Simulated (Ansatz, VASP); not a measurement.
# GaAs: VASP beside Ansatz

Contents of INCAR:

```
ALGO     = Normal         # electronic algorithm
EDIFF    = 1E-6           # SCF threshold, eV
ENCUT    = 520            # plane-wave cutoff, eV
GGA      = PE             # functional
ISIF     = 2              # what is computed and relaxed
ISMEAR   = -1             # smearing method
LASPH    = True           # aspherical terms in the spheres
LCHARG   = False          # write CHGCAR
LREAL    = False          # projectors in reciprocal space
LWAVE    = False          # write WAVECAR
NBANDS   = 16             # bands
NELM     = 60             # most SCF steps
PREC     = Accurate       # precision mode
SIGMA    = 0.05           # smearing width, eV
```

The input KPOINTS:

```
k-points
0
Gamma
  4 4 4
```

The input POSCAR:

```
GaAs
1.0
    0.0000000000      2.8268500000      2.8268500000
    2.8268500000      0.0000000000      2.8268500000
    2.8268500000      2.8268500000      0.0000000000
As Ga
1 1
Direct
    0.7500000000      0.7500000000      0.7500000000
    0.0000000000      0.0000000000      0.0000000000
```

Contents of input.yaml:

```yaml
crystal:
  lattice:
    - [0.0, 2.82685, 2.82685]
    - [2.82685, 0.0, 2.82685]
    - [2.82685, 2.82685, 0.0]
  atoms:
    - { symbol: As, position: [0.75, 0.75, 0.75] }
    - { symbol: Ga, position: [0.0, 0.0, 0.0] }
hamiltonian:
  xc: pbe
  pseudopotentials: { kind: paw }
kpoints:
  mp_grid: { grid: [4, 4, 4] }
scf:
  occupations: { method: fermi_dirac, width: 0.05 }
output:
  forces: true
  stress: true
  eigenvalues: true
```

Alike in both runs: task single point; functional PBE; k mesh 4 × 4 × 4; occupations fermi-dirac, width 0.05 eV; no spin polarisation.

```csv
,VASP,Ansatz
version,VASP 6.6.1,Ansatz 0.2.0
potentials or method,"VASP PAW PBE potentials, release 64 (As, Ga_d)",Ansatz PAW
plane-wave cutoff (eV),520,420
valence electrons in the cell,18,28
```

```tsv
	VASP	Ansatz	Ansatz less VASP
gap on the k mesh at the Fermi level (eV)	0.51	0.50	-0.004
least direct gap on the mesh (eV)	0.51	0.50	-0.004
pressure (GPa)	3.7	3.5	-0.16
```

With one functional, cell and mesh, what is left measures potentials, basis and numerics. The two sets of potentials don't hold the same shells in valence.

Caveats: the k mesh is coarse (spacing up to 0.48 Å⁻¹), so the values aren't converged. A k mesh can miss the band edges.
